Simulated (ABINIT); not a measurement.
Planning a run of ABINIT 10.8.3 on AlAs (F-43m). The input:

```
acell 3*1.0 Angstrom
rprim 
  0.000000000000 2.830400000000 2.830400000000
  2.830400000000 0.000000000000 2.830400000000
  2.830400000000 2.830400000000 -0.000000000000
ntypat 2
znucl 13 33
natom 2
typat 1 2
xred 
  0.000000000000 0.000000000000 0.000000000000
  0.250000000000 0.250000000000 0.250000000000
pp_dirpath "pseudos"
pseudos "Al.upf, As.upf"
ecut 44
ngkpt 8 8 8
nshiftk 1
shiftk 0.5 0.5 0.5
chksymbreak 0
ndtset 3
nband 13
occopt 1
istwfk *1
nstep 60
tolwfr1 1e-18
iscf2 -3
rfelfd2 2
kptopt2 2
getwfk2 1
tolwfr2 1e-18
rfelfd3 3
kptopt3 2
getwfk3 1
getddk3 2
tolvrs3 1e-08
rfdir 1 1 1
nqpt2 1
nqpt3 1
qpt 0 0 0
prtwf3 0
prtden 0
optforces1 0
optstress1 0
kptopt1 1
indata_prefix "in"
outdata_prefix "out"
tmpdata_prefix "tmp"
```

```sh
OMP_NUM_THREADS=1 mpirun -n 4 abinit run.abi > log
```

Estimate wall time and host memory on 4 MPI ranks of Arm Neoverse V1, shared host.

It took 11 min; on shared hardware allow 5.5 min to 22 min. Peak host memory was 1.1 GiB.

[Paths, hosts, dates, memory and timing lines, banners, echoed tables and standing remarks are left out of the program output.]

[Logs are printed without paths, hosts, clocks, repeated set-up lines and the standing remarks that a program may print on its own settings, such as how far it seeks lower states.]

[Runs of the session that timed out or met a known fault of the program may be left out.]

[Hosts, paths, dates, database ids (printed as entryN), source tags and the programs' standing remarks are cut or masked in the printed files.]

[G0W0 gaps are taken among the corrected bands and points alone; a level outside them can change the order at an edge.]

[Where Ansatz stands beside ABINIT at settings called matched, ABINIT's density can come from a denser mesh and the files from another edition; pairs whose starting gaps differed by over 0.03 eV were left out, so agreement reads better than it is.]
